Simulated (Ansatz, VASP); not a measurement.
**Hf: VASP beside Ansatz**

```xyz
2
Lattice="3.3293 0.0000 0.0000 -1.6646 2.8833 0.0000 0.0000 0.0000 4.9641" Properties=species:S:1:pos:R:3 pbc="T T T"
Hf    0.0000    1.9222    1.2410
Hf    1.6646    0.9611    3.7231
```

Alike in both runs: task single point; functional PBE; k mesh 15 × 15 × 8; occupations gaussian, width 0.1 eV; no spin polarisation.

|  | VASP | Ansatz |
| --- | --- | --- |
| version | VASP 6.6.1 | Ansatz 0.2.0 |
| potentials or method | VASP PAW PBE potentials, release 64 (Hf_pv) | scalar-relativistic, plane waves, PAW |
| plane-wave cutoff (eV) | 520 | 420 |
| valence electrons in the cell | 20 | 52 |

VASP gave:

| Quantity | Value |
| --- | --- |
| gap on the k mesh at the Fermi level (eV) | none |
| pressure (GPa) | -5.6 |
| largest component of the traceless stress (GPa) | 4.00 |

Task: Which values does Ansatz return?

Result: gap on the k mesh at the Fermi level (eV): none; pressure (GPa): -5.2; largest component of the traceless stress (GPa): 4.07.

A gap of «none» marks a metal or a gap that the smearing closes. With one functional, cell and mesh, what is left measures potentials, basis and numerics. The two sets of potentials don't hold the same shells in valence.

Spin-orbit coupling is left out, which matters for the levels of Hf.
